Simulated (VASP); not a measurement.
# ZrSe2 (P-3m1) in VASP: further runs

Aim: see how the results for ZrSe2 move with the level of theory and the settings. Levels: optB86b-vdW, PBE. Tasks: relaxation of cell and atoms.

Program: VASP 6.6.1. These are calculated values, not measurements. Logs are shortened: lines on timing, memory, paths and dates and some standing lists are left out, and cuts for length are marked.

**1. The crystal as given**

The structure is trigonal, space group P-3m1 (No. 164). The conventional cell has a = 3.764 Å, b = 3.764 Å, c = 6.156 Å, α = 90.00°, β = 90.00°, γ = 120.00°. Zr (site symmetry -3m) has 6 Se at 2.70 Å as nearest neighbours. Around Se (site symmetry 3m) lie 3 Zr at 2.70 Å.

**2. Relaxation of cell and atoms, optB86b-vdW**

INCAR reads:

```
AGGAC    = 0.0          
ALGO     = Normal         # electronic algorithm
EDIFF    = 1E-7           # SCF threshold, eV
EDIFFG   = -0.005         # ionic threshold
ENCUT    = 600            # plane-wave cutoff, eV
GGA      = MK             # functional
IBRION   = 2              # ionic algorithm
ISIF     = 3              # what is computed and relaxed
ISMEAR   = 0              # smearing method
LASPH    = True           # aspherical terms in the spheres
LCHARG   = False          # write CHGCAR
LREAL    = False          # projectors in reciprocal space
LUSE_VDW = True         
LWAVE    = False          # write WAVECAR
NELM     = 80             # most SCF steps
NSW      = 90             # ionic steps
PARAM1   = 0.1234       
PARAM2   = 1.0          
PREC     = Accurate       # precision mode
SIGMA    = 0.03           # smearing width, eV
```

KPOINTS reads:

```
k-points
0
Gamma
  9 9 5
```

POSCAR reads:

```
ZrSe2                                   
1.0
    3.7642036273     -0.0000000000     -0.0000000000
   -1.8821018137      3.2598959663     -0.0000000000
   -0.0000000000     -0.0000000000      6.1555300263
  Zr              Se            
     1     2
Direct
     0.0000000000000000    0.0000000000000000    0.0000000000000000
     0.3333333332999970    0.6666666667000030    0.2591812706062617
     0.6666666667000030    0.3333333332999970    0.7408187293937383
```

Potentials or basis: VASP PAW PBE potentials, release 64 (Zr_sv, Se).

Run with:

```console
cat potpaw_PBE.64/Zr_sv/POTCAR potpaw_PBE.64/Se/POTCAR > POTCAR
mpirun -np 1 vasp_std > vasp.out
```

OUTCAR:

```text
EDIFF = 1E-7
   EDIFFG = -0.005
   ENCUT = 600
   GGA = MK
   IBRION = 2
   ISIF = 3
   ISMEAR = 0
   LASPH = True
   LREAL = False
   NELM = 80
   NSW = 90
   PREC = Accurate

 ion  position               nearest neighbor table
   1  0.000  0.000  0.000-   2 2.70   3 2.70   3 2.70   2 2.70   3 2.70   2 2.70
   2  0.333  0.667  0.259-   1 2.70   1 2.70   1 2.70
   3  0.667  0.333  0.741-   1 2.70   1 2.70   1 2.70

  LATTYP: Found a hexagonal cell.
 ALAT       =     3.7642036273
 C/A-ratio  =     1.6352808285

  Lattice vectors:

 A1 = (   3.7642036273,   0.0000000000,   0.0000000000)
 A2 = (  -1.8821018137,   3.2598959663,   0.0000000000)
 A3 = (   0.0000000000,   0.0000000000,   6.1555300263)

Analysis of symmetry for initial positions (statically):
=====================================================================
 Subroutine PRICEL returns:
 Original cell was already a primitive cell.

 Routine SETGRP: Setting up the symmetry group for a
 hexagonal supercell.

 Subroutine GETGRP returns: Found 12 space group operations
 (whereof 12 operations were pure point group operations)
 out of a pool of 24 trial point group operations.

The static configuration has the point symmetry D_3d.

Analysis of symmetry for dynamics (positions and initial velocities):
=====================================================================
 Subroutine PRICEL returns:
 Original cell was already a primitive cell.

 Routine SETGRP: Setting up the symmetry group for a
 hexagonal supercell.

 Subroutine GETGRP returns: Found 12 space group operations
 (whereof 12 operations were pure point group operations)
 out of a pool of 24 trial point group operations.

The dynamic configuration has the point symmetry D_3d.

 Subroutine INISYM returns: Found 12 space group operations
 (whereof 12 operations are pure point group operations),
 and found     1 'primitive' translations

----------------------------------------------------------------------------------------

                                     Primitive cell

  volume of cell :      75.5340

  direct lattice vectors                    reciprocal lattice vectors
     3.764203627  0.000000000  0.000000000     0.265660442  0.153379128  0.000000000
    -1.882101814  3.259895966  0.000000000     0.000000000  0.306758256  0.000000000
     0.000000000  0.000000000  6.155530026     0.000000000  0.000000000  0.162455547

  length of vectors
     3.764203627  3.764203627  6.155530026     0.306758256  0.306758256  0.162455547

  position of ions in fractional coordinates (direct lattice)
     0.000000000  0.000000000  0.000000000
     0.333333333  0.666666667  0.259181271
     0.666666667  0.333333333  0.740818729

  ion indices of the primitive-cell ions
   primitive index   ion index
                 1           1
                 2           2
                 3           3

----------------------------------------------------------------------------------------

 KPOINTS: k-points

Automatic generation of k-mesh.
 Grid dimensions read from file:
 generate k-points for:    9    9    5

 Generating k-lattice:

  Cartesian coordinates                     Fractional coordinates (reciprocal lattice)
     0.029517827  0.017042125  0.000000000     0.111111111  0.000000000  0.000000000
     0.000000000  0.034084251  0.000000000     0.000000000  0.111111111  0.000000000
     0.000000000  0.000000000  0.032491109     0.000000000  0.000000000  0.200000000

  Length of vectors
     0.034084251  0.034084251  0.032491109

  Shift w.r.t. Gamma in fractional coordinates (k-lattice)
     0.000000000  0.000000000  0.000000000

 Subroutine IBZKPT returns following result:
 ===========================================

 Found     50 irreducible k-points:

 Following reciprocal coordinates:
            Coordinates               Weight
  0.000000  0.000000  0.000000      1.000000
  0.111111 -0.000000  0.000000      6.000000
  0.222222 -0.000000  0.000000      6.000000
  0.333333 -0.000000  0.000000      6.000000
  0.444444 -0.000000  0.000000      6.000000
  0.111111  0.111111  0.000000      6.000000
[... 16 lines left out ...]
  0.222222  0.111111  0.200000     12.000000
 -0.111111  0.333333  0.200000     12.000000
 [... further k-points ...]
   k-points           NKPTS =     50   k-points in BZ     NKDIM =     50   number of bands    NBANDS=     16
   number of dos      NEDOS =    301   number of ions     NIONS =      3
   total plane-waves  NPLWV =  45000
   dimension x,y,z NGX =    30 NGY =   30 NGZ =   50
   dimension x,y,z NGXF=    60 NGYF=   60 NGZF=  100
   ions per type =               1   2
   NGX,Y,Z   is equivalent  to a cutoff of  13.25, 13.25, 13.50 a.u.
   NGXF,Y,Z  is equivalent  to a cutoff of  26.50, 26.50, 27.01 a.u.
 SYSTEM =  unknown system
   PREC   = accura    normal or accurate (medium, high low for compatibility)
   ISTART =      0    job   : 0-new  1-cont  2-samecut
   ICHARG =      2    charge: 1-file 2-atom 10-const
   ISPIN  =      1    spin polarized calculation?
   LNONCOLLINEAR =      F non collinear calculations
   LSORBIT =      F    spin-orbit coupling
   LASPH  =      T    aspherical Exc in radial PAW
   ENCUT  =  600.0 eV  44.10 Ry    6.64 a.u.   7.52  7.52 12.29*2*pi/ulx,y,z
   NELM   =     80;   NELMIN=  2; NELMDL= -5     # of ELM steps
   EDIFF  = 0.1E-06   stopping-criterion for ELM
   LREAL  =      F    real-space projection
   EDIFFG = -.5E-02   stopping-criterion for IOM
   NSW    =     90    number of steps for IOM
   IBRION =      2    ionic relax: 0-MD 1-quasi-New 2-CG
   NFREE  =      1    steps in history (QN), initial steepest desc. (CG)
   ISIF   =      3    stress and relaxation
   ISYM   =      2    0-nonsym 1-usesym 2-fastsym
   POTIM  = 0.5000    time-step for ionic-motion
   TEBEG  =    0.0;   TEEND  =   0.0 temperature during run
   PSTRESS=    0.0 pullay stress
   NELECT =      24.0000    total number of electrons
   NUPDOWN=      -1.0000    fix difference up-down
   EMIN   =  10.00;   EMAX   =-10.00  energy-range for DOS
   EFERMI =   0.00;   METHOD = LEGACY
   ISMEAR =     0;   SIGMA  =   0.03  broadening in eV -4-tet -1-fermi 0-gaus
   EFERMI_NEDOS =   21; number of points for ismear=-14 and -15
   IALGO  =     38    algorithm
   IMIX   =      4    mixing-type and parameters
     AMIX     =   0.40;   BMIX     =  1.00
     AMIX_MAG =   1.60;   BMIX_MAG =  1.00
  volume/ion in A,a.u.               =      25.18       169.91
  Fermi-wavevector in a.u.,A,eV,Ry     =   1.117115  2.111041 16.979329  1.247946
  Thomas-Fermi vector in A             =   2.253735
   LORBIT       =      0    0 simple, 1 ext, 2 COOP (PROOUT), +10 PAW based schemes
   GGA     = MK    functional components
   LHFCALC =     F    Hartree Fock is set to
   AEXX    =    0.0000 exact exchange contribution
   IVDW_NL    =     1    kernel type
   BPARAM     = 6.3000
   IVDW    =     0    specifies the selected vdW correction
   LEPSILON=     F    determine dielectric tensor
   LRPA    =     F    only Hartree local field effects (RPA)
 conjugate gradient relaxation of ions
 non-spin polarized calculation
 Gauss-broadening in eV      SIGMA  =   0.03
  energy-cutoff  :      600.00
  volume of cell :       75.53
 maximum number of plane-waves:      2551
 NGX is ok and might be reduce to    30
   NGX = 15   NGY = 15   NGZ = 25

--------------------------------------- Ionic step        1  -------------------------------------------

 number of electron      24.0000002 magnetization

 Free energy of the ion-electron system (eV)
  ---------------------------------------------------
  ext. energy  EPLUGINS =         0.00000000
  ---------------------------------------------------
  free energy    TOTEN  =       -14.06117195 eV

  energy without entropy =      -14.06117195  energy(sigma->0) =      -14.06117195

------------------------ aborting loop because EDIFF is reached ----------------------------------------

  FORCE on cell =-STRESS in cart. coord.  units (eV):
  Direction    XX          YY          ZZ          XY          YZ          ZX
  --------------------------------------------------------------------------------------
  -------------------------------------------------------------------------------------
  Total       -0.0093446     -0.0093446     -0.0163100      0.0000000      0.0000000      0.0000000
  in kB       -0.1982119     -0.1982119     -0.3459581      0.0000000      0.0000000      0.0000000
  external PRESSURE =      -0.2474606 kB  Pullay stress =       0.0000000 kB
[... 63 lines left out ...]
Total vdW correction in eV:      3.6477330

--------------------------------------- Ionic step        3  -------------------------------------------

 number of electron      24.0000002 magnetization

 Free energy of the ion-electron system (eV)
  ---------------------------------------------------
  ext. energy  EPLUGINS =         0.00000000
  ---------------------------------------------------
  free energy    TOTEN  =       -14.06117431 eV

  energy without entropy =      -14.06117431  energy(sigma->0) =      -14.06117431

 E-fermi :   4.5789     XC(G=0):  -9.6675

 val. band max:        4.4745703559   @ k =   0.0000   0.0000   0.0000
 cond. band min:       4.6906072299   @ k =   0.0000   0.4444   0.4000
 fundamental gap:      0.2160368740
 Fermi energy:         4.5789467585

 k-point     1 :       0.0000    0.0000    0.0000
  band No.  band energies     occupation
      1     -45.0306      2.00000
      2     -23.0911      2.00000
      3     -22.9833      2.00000
      4     -22.9833      2.00000
      5      -8.8378      2.00000
      6      -7.5635      2.00000
[... 8 lines left out ...]
     15       5.8340      0.00000
     16       8.5655      0.00000
[... 420 lines left out ...]
  band No.  band energies     occupation
      1     -45.0221      2.00000
      2     -23.1015      2.00000
      3     -23.0616      2.00000
      4     -23.0172      2.00000
      5      -8.1517      2.00000
      6      -7.6275      2.00000
[... 8 lines left out ...]
     15       7.1963      0.00000
     16       8.0519      0.00000

 [... further k-points ...]

------------------------ aborting loop because EDIFF is reached ----------------------------------------

  FORCE on cell =-STRESS in cart. coord.  units (eV):
  Direction    XX          YY          ZZ          XY          YZ          ZX
  --------------------------------------------------------------------------------------
  -------------------------------------------------------------------------------------
  Total        0.0065518      0.0065518      0.0020928     -0.0000000     -0.0000000     -0.0000000
  in kB        0.1390153      0.1390153      0.0444057     -0.0000000     -0.0000000     -0.0000000
  external PRESSURE =       0.1074787 kB  Pullay stress =       0.0000000 kB
[... 18 lines left out ...]
  FREE ENERGIE OF THE ION-ELECTRON SYSTEM (eV)
  ---------------------------------------------------
  free  energy   TOTEN  =       -14.0611743123 eV

  energy  without entropy=      -14.0611743119  energy(sigma->0) =      -14.06117431

Total vdW correction in eV:      3.6482141

 reached required accuracy - stopping structural energy minimisation
```

It took 3.1 min on 1 thread of Intel Xeon Platinum 8488C (Sapphire Rapids), shared host; peak memory 0.5 GiB.

What came out:

```
Free energy                            : -14.0612 eV
Relaxed volume                         : 25.17 Å³/atom
Relaxed cell                           : a = 3.764 Å, b = 3.764 Å, c = 6.155 Å, α = 90.00°, β = 90.00°, γ = 120.00°
Space group after relaxing (to 0.05 Å) : P-3m1 (No. 164)
Energy gained by relaxing              : 0.0 meV/atom
Ionic steps                            : 3
Pressure after relaxing                : 0.0 GPa
Band gap on the k mesh                 : 0.22 eV, indirect (least direct gap 1.03 eV)
```

Final structure:
```
Zr Se
1.0
     3.76390    0.00000    0.00000
    -1.88195    3.25963    0.00000
     0.00000    0.00000    6.15465
Zr Se
1 2
Direct
  0.00000 0.00000 0.00000
  0.33333 0.66667 0.25917
  0.66667 0.33333 0.74083
```

Caveat: the PAW data sets were made with another functional, which shifts forces and pressure a little; an odd mesh through Γ misses points on the zone boundary, where band edges often lie.

[end of part 1 of 2]
